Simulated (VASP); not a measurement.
Input of a VASP 6.6.1 run:

INCAR

```
SYSTEM = TaS2
PREC = Accurate ; ENCUT = 520
EDIFF = 1E-6 ; ISMEAR = 0
SIGMA = 0.05 ; LREAL = .False.
LASPH = .True. ; NELM = 60
ALGO = Normal ; ISIF = 2
LWAVE = .False. ; LCHARG = .False.
LMAXMIX = 4 ; LDAU = .True.
LDAUTYPE = 2 ; LDAUL = 2 -1
LDAUU = 8 0 ; LDAUJ = 0 0
LDAUPRINT = 1 ; METAGGA = R2SCAN
LMIXTAU = .True.
```

KPOINTS

```
Automatic mesh
0
Gamma
  7 7 3
  0 0 0
```

Contents of POSCAR:

```
TaS2
1.0
    3.3500014000      0.0000000000      0.0000000000
   -1.6750007000      2.9011863100      0.0000000000
    0.0000000000      0.0000000000      5.8599987400
Ta S
1 2
Direct
    0.0000000000      0.0000000000      0.0000000000
    0.3333333333      0.6666666667      0.2500000000
    0.6666666667      0.3333333333      0.7500000000
```

Potentials or basis: VASP PAW PBE potentials, release 64 (Ta_pv, S).

Command:

```console
$ cat potpaw_PBE.64/Ta_pv/POTCAR potpaw_PBE.64/S/POTCAR > POTCAR
$ mpirun -np 1 vasp_std > vasp.out
```

Predict the pressure.

17.5 GPa.

What does it give for the largest force?

1.804 eV/Å.

What does it give for the band gap on the k mesh?

None (metal or under the smearing width).

Eigenvalues of the final occupation matrices:
| site | spin | trace | eigenvalues |
| --- | --- | --- | --- |
| site 1 d | 1 | 1.01 | 0.15 0.16 0.16 0.27 0.27 |
| site 1 d | 2 | 1.01 | 0.15 0.16 0.16 0.27 0.27 |

Caveat: the PAW data sets were made with another functional, which shifts forces and pressure a little; U without spin polarisation on a metal has little footing. The run has no spin-orbit coupling, so splittings on Ta are missing.
